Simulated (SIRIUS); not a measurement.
Runs of SIRIUS 7.12.0 on SiO2. It takes space group Imma (No. 74, orthorhombic). The conventional cell has a = 5.247 Å, b = 9.554 Å, c = 8.883 Å, α = 90.00°, β = 90.00°, γ = 90.00°. Around Si (site symmetry m) lie 4 O at 1.60 to 1.61 Å. O (site symmetry 2/m) has 2 Si at 1.60 Å as nearest neighbours. Around O (site symmetry 2) lie 2 Si at 1.61 Å. O (site symmetry mm2) has 2 Si at 1.61 Å as nearest neighbours. The cell comes from a database or a generator and needn't be the stable form of this composition.

```csv
level,k mesh,libxc names,mesh quality,gap on the mesh (eV),pressure (GPa),largest force (eV/Å)
PBE,6 × 6 × 6,"["XC_GGA_X_PBE", "XC_GGA_C_PBE"]",not flagged,(a),3.1,0.26
AM05,3 × 3 × 3,"["XC_GGA_X_AM05", "XC_GGA_C_AM05"]",coarse,(d),2.3,0.22
BPBE,3 × 3 × 3,"["XC_GGA_X_B88", "XC_GGA_C_PBE"]",coarse,5.93,3.1,0.26
LDA,3 × 3 × 3,"["XC_LDA_X", "XC_LDA_C_PW"]",coarse,5.34,1.5,(b)
RPBE,3 × 3 × 3,"["XC_GGA_X_RPBE", "XC_GGA_C_PBE"]",coarse,(c),3.8,0.30
```

Alike in all rows: task single point; potentials or basis PseudoDojo 0.4.1 PBE standard (scalar relativistic); no spin polarisation; cell as given; cutoff (eV) 1152; smearing fermi-dirac 0.05 eV.

Task: Estimate the missing entries.

Result: (a) 5.53; (b) 0.17; (c) 5.52; (d) 5.73.

Caveats: some runs use coarse meshes; the potentials were made for another functional, which shifts forces and pressure (some runs).

A k mesh can miss the band edges.
